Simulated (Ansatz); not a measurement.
**Levels of theory for PbSe (zincblende)**

All numbers come from the plane-wave code Ansatz. Simulation only: non-magnetic, and no claim that this is the phase found in nature.

PbSe in the zincblende structure, relaxed with r2SCAN. The symmetry is F-43m (No. 216, cubic); a = 6.846 Å in the conventional setting, 40.11 Å³ an atom. Pb is surrounded by 4 Se at 2.96 Å; Se is surrounded by 4 Pb at 2.96 Å.

```yaml
crystal:
  lattice:
    - [0.00000, 3.42320, 3.42320]
    - [3.42320, 0.00000, 3.42320]
    - [3.42320, 3.42320, 0.00000]
  atoms:
    - { symbol: Pb, position: [0.00000, 0.00000, 0.00000] }
    - { symbol: Se, position: [0.25000, 0.25000, 0.25000] }
```

Relaxed lattice by functional, symmetry kept:
```csv
functional,k mesh,a (Å),volume (Å³/atom)
PBE,6×6×6,6.898,41.02
r2SCAN,6×6×6,6.846,40.11
PBEsol,6×6×6,6.786,39.06
LDA,6×6×6,6.709,37.75
HSE06,4×4×4,6.855,40.27
```

Gaps on the r2SCAN cell, each the least over its mesh and the special points:
```csv
level,k mesh,gap (eV),kind,edges,least direct gap (eV),rough cost
LDA,6×6×6,0.46,indirect,W → X,1.02,4 core-seconds
PBE,6×6×6,0.62,indirect,W → X,1.15,8 core-seconds
PBE+SOC,6×6×6,0.45,indirect,W → X,1.07,18 core-seconds
r2SCAN,6×6×6,0.79,indirect,W → X,1.34,9 core-seconds
r2SCANh,4×4×4,1.18,indirect,W → X,1.76,2.3 core-minutes
HSE06,4×4×4,1.06,indirect,W → X,1.65,100 core-seconds
HSE06+SOC,4×4×4,0.83,indirect,W → X,1.55,9 core-minutes
DDH-PBE0,4×4×4,1.14,indirect,W → X,1.71,2.2 core-minutes
PBE0,4×4×4,1.68,indirect,W → X,2.30,100 core-seconds
Hartree-Fock,4×4×4,5.32,indirect,W → X,6.12,2 core-minutes
"G0W0@PBE (239 empty bands, 120 eV, 4×4×4)",4×4×4,1.02,–,W → X (mesh),–,2.4 core-minutes
"G0W0@PBE (594 empty bands, 220 eV, 4×4×4)",4×4×4,1.15,–,W → X (mesh),–,24 core-minutes
```
PBE, PBE+SOC, HSE06+SOC: smearing of 0.02 eV; the others have fixed occupations.
Wave cutoffs: 420 eV, 500 eV (r2SCAN, r2SCANh).
The G0W0 gap is PBE's gap over the path plus the quasiparticle shift read on the mesh. No extrapolation in bands, cutoff or mesh was made for G0W0.
Costs come from shared machines and give only the order; PBE's includes the band path. The runs had 2 threads of Arm Neoverse V1, with other jobs on the host.

The HSE06 gap is indirect, 1.06 eV (W to X), below the direct gap of 1.65 eV at X. Spin-orbit coupling changes the PBE gap by -0.165 eV, to 0.45 eV; at Γ the threefold valence level splits into a fourfold and a twofold level 0.55 eV apart, the fourfold one on top. Spin-orbit coupling changes the HSE06 gap by -0.228 eV, to 0.83 eV; at Γ the threefold valence level splits into a fourfold and a twofold level 0.65 eV apart, the fourfold one on top.

Taking G0W0@PBE (594 empty bands, 220 eV, 4×4×4), 1.15 eV, as the yardstick (a computed one, not at the basis limit), DDH-PBE0 comes nearest, -0.01 eV off, at about 15 times r2SCAN's rough cost; G0W0 itself took about 170 times r2SCAN's rough cost. The others: r2SCANh +0.03, HSE06 -0.09, r2SCAN -0.36, PBE -0.53, PBE0 +0.53, LDA -0.68, Hartree-Fock +4.17 eV. The yardstick still moved by +0.13 eV in its last step of bands and cutoff, so this order can change. r2SCAN covers 39 % of the step from PBE to HSE06, while HSE06 needs about 12 times r2SCAN's rough cost (on a coarser mesh). Spin-orbit coupling changes the least gap by -0.23 eV, while at W the distance between the top filled and the lowest empty level goes from 2.74 to 1.75 eV: it reshapes the band edges, and can invert them, so it can't be left out. Among these functionals the gap stays indirect.

r2SCAN (ground state on 6×6×6): The clamped-ion dielectric constant comes out as 7.29 in all directions. Born charges, averaged over directions: Pb +2.34, Se -2.34 e. PBE (ground state on 6×6×6): The clamped-ion dielectric constant comes out as 7.98 in all directions. Born charges, averaged over directions: Pb +2.23, Se -2.23 e.

Only the levels marked +SOC include spin-orbit coupling.
